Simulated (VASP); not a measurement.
**KBr: equation of state with PBE**

KBr:

```
Br K
1.0
     0.00000    3.30000    3.30000
     3.30000    0.00000    3.30000
     3.30000    3.30000    0.00000
Br K
1 1
Direct
  0.50000 0.50000 0.50000
  0.00000 0.00000 0.00000
```

```yaml
Program: VASP 6.6.1
Task: equation of state
Functional: PBE
Potentials_or_basis: VASP PAW PBE potentials, release 64 (Br, K_sv)
Cutoff: 520 eV
k_mesh: 7 × 7 × 7
Occupations: fermi-dirac, width 0.05 eV
Spin: no spin polarisation
```

```json
{
  "Equilibrium volume": "37.81 Å³/atom",
  "Bulk modulus": "13.4 GPa",
  "Pressure derivative of the bulk modulus": "4.8"
}
```

Energy against volume, from the lowest point:
```csv
volume (Å³/atom),energy (meV/atom)
33.781,22.28
34.500,14.40
35.218,8.44
35.937,4.19
36.656,1.47
37.374,0.12
38.093,0.00
```

All runs of the series together: 98 s on 1 thread of AMD EPYC 9R45 (Zen 5), with other jobs on the host.

PBE usually gives volumes a little too large and moduli too small. Zero-point motion and thermal expansion aren't in these numbers.
